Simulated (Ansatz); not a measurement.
Crystal: Ga.

```xyz
2
Lattice="2.7784 0.0000 0.0000 0.0000 3.2816 0.0000 -1.3434 0.0000 3.9903" Properties=species:S:1:pos:R:3 pbc="T T T"
Ga   -0.6607    2.4612    3.0732
Ga    2.0957    0.8204    0.9171
```

This isn't the form of Ga at room conditions, which is orthorhombic.

| Property | Result |
| --- | --- |
| Program | Ansatz 0.2.0 |
| Task | relaxation of cell and atoms |
| Functional | PBE |
| Dispersion | D3(BJ) |
| Potentials or basis | Ansatz PAW |
| Cutoff | 420 eV (not typed: the program's choice for these potentials) |
| k mesh | 10 × 8 × 7 |
| Occupations | fermi-dirac, width 0.05 eV |
| Spin | no spin polarisation |

At the start: volume 18.19 Å³/atom.

**Question.** Where does the relaxation end?

**Answer.** It ends after 8 steps and the volume is 18.24 Å³/atom (+0.3 %); space group P2_1/m (No. 11, to 0.05 Å).

Step by step:
```
step  energy change (eV)  largest force (eV/Å)  volume (Å³)
   1              0.0000                0.0855        36.38
   2             -0.0056                0.0224        36.38
   3             -0.0066                0.0076        36.51
   4             -0.0067                0.0151        36.39
   5             -0.0070                0.0040        36.54
   6             -0.0070                0.0022        36.49
   7             -0.0071                0.0005        36.48
   8             -0.0071                0.0005        36.48
```

Final structure:
```cif
data_structure
_symmetry_space_group_name_H-M 'P 1'
_symmetry_Int_Tables_number 1
_cell_length_a 2.7875
_cell_length_b 3.2055
_cell_length_c 4.3358
_cell_angle_alpha 90.000
_cell_angle_beta 109.655
_cell_angle_gamma 90.000
_cell_volume 36.48
loop_
_atom_site_label
_atom_site_type_symbol
_atom_site_fract_x
_atom_site_fract_y
_atom_site_fract_z
_atom_site_occupancy
Ga1 Ga 0.12392 0.75000 0.76781 1
Ga2 Ga 0.87608 0.25000 0.23219 1
```

Caveat: the plane-wave basis is chosen anew once the cell has moved, so the energies of steps on either side of that aren't comparable; pairwise dispersion overbinds metals, which lowers pressure and volume.
